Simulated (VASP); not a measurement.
# VASP inputs for Se (database structure)

INCAR

```
ISMEAR = -1
PREC = Accurate
LCHARG = .FALSE.
NSW = 0
LREAL = .FALSE.
NELM = 120
ISIF = 2
EDIFF = 1E-7
SIGMA = 0.02
LASPH = .TRUE.
IBRION = -1
NBANDS = 16
GGA = PE
ENCUT = 520
LWAVE = .FALSE.
```

KPOINTS

```
KPOINTS created by Atomic Simulation Environment
0
Gamma
12 12 6
0 0 0
```

KPOINTS_OPT

```
special points
8
Reciprocal
0.0000000000 0.0000000000 0.0000000000 1
0.5000000000 0.0000000000 0.0000000000 1
0.3333333333 0.3333333333 0.0000000000 1
0.0000000000 0.0000000000 0.5000000000 1
0.5000000000 0.0000000000 0.5000000000 1
0.3333333333 0.3333333333 0.5000000000 1
0.3500000000 0.3000000000 0.5000000000 1
0.1614580000 0.4192710000 -0.5000000000 1
```

POSCAR

```
Se
 1.0000000000000000
     4.2926573642353585   -0.0000000000304425    0.0000000000000000
    -2.1463286820913154    3.7175503271853909    0.0000000000000000
     0.0000000000000000    0.0000000000000000    5.0408504851867502
 Se
   3
Cartesian
  0.9807306979520978 -0.0000000000069551  1.6802834950622494
 -0.4903653489700256  0.8493376987012372  3.3605669901244988
  1.6559633331619699  2.8682126284606659  0.0000000000000000
```

VASP ran with the recommended PBE PAW datasets (18 valence electrons in the cell).

Task: Predict the results.

Result: gap between bands v and c 0.82 eV; least direct gap 0.95 eV; pressure 2.4 GPa; largest force 0.33 eV/Å.

Band v is the last that the valence electrons fill when counted band by band, and c is the next. Levels in eV from the top of v:

```tsv
point	v−1	v	c	c+1
Γ	-1.97	-0.40	1.76	1.76
M	-1.72	-1.01	1.83	2.24
K	-2.70	-1.77	3.09	3.09
A	-1.48	-1.21	1.17	1.22
L	-1.49	-0.02	1.49	2.79
H	-0.16	-0.16	0.82	2.65
```
